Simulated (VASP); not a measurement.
A run of VASP 6.6.1 is set up as follows.

Contents of INCAR:

```
SYSTEM = GaAs
PREC = Accurate
ENCUT = 400
EDIFF = 1E-8
ISMEAR = 0
SIGMA = 0.02
LREAL = .FALSE.
LASPH = .TRUE.
NELM = 80
ALGO = Normal
ISIF = 2
LWAVE = .FALSE.
LCHARG = .FALSE.
GGA = PE
LEFG = .TRUE.
```

The input KPOINTS:

```
regular mesh
0
G
  12 12 12
  0 0 0
```

The input POSCAR:

```
GaAs
1.0
    0.0000000000      2.8194337500      2.8406325000
    2.8194337500      0.0000000000      2.8406325000
    2.8194337500      2.8194337500      0.0000000000
Ga As
1 1
Direct
    0.0000000000      0.0000000000      0.0000000000
    0.2500000000      0.2500000000      0.2500000000
```

Potentials or basis: VASP PAW PBE potentials, release 64 (Ga_d, As).

The run is started by

```console
$ cat potpaw_PBE.64/Ga_d/POTCAR potpaw_PBE.64/As/POTCAR > POTCAR
$ mpirun -np 1 vasp_std > vasp.out
```

What does it give for the band gap on the k mesh?

0.51 eV, direct.

Estimate the pressure.

3.3 GPa.

Electric field gradients, principal values (V/Å²):
| atom | Vxx | Vyy | Vzz |
| --- | --- | --- | --- |
| 1 Ga | 0.593 | 0.600 | -1.193 |
| 2 As | -0.915 | -0.916 | 1.832 |

A k mesh can miss the band edges. PBE gaps usually lie below the measured ones, often by a third to a half.
